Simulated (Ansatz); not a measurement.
The system is CsSnBr3.

```
Cs Sn Br
1.0
     5.83901    0.00000    0.00000
     0.00000    5.83901    0.00000
     0.00000    0.00000    5.83901
Cs Sn Br
1 1 3
Direct
  0.00000 0.00000 0.00000
  0.50000 0.50000 0.50000
  0.00000 0.50000 0.50000
  0.50000 0.50000 0.00000
  0.50000 0.00000 0.50000
```

The cell is a database's computed one.

Base run:

| Property | Result |
| --- | --- |
| Program | Ansatz 0.2.0 |
| Functional | LDA |
| Potentials or basis | all-electron LAPW, scalar-relativistic |
| Cutoff | 185 eV (chosen from the basis error) |
| Basis error allowed | 0.002 eV/atom |
| k mesh | 5 × 5 × 5 |
| Occupations | fermi-dirac, width 0.05 eV |
| Spin | no spin polarisation |

Its results: pressure -2.0 GPa.

The run is repeated on the same cell with these changes: functional from LDA to PBEsol. What comes out?

Pressure -0.9 GPa.

PBEsol binds less tightly than LDA, so the same cell stands under more pressure.
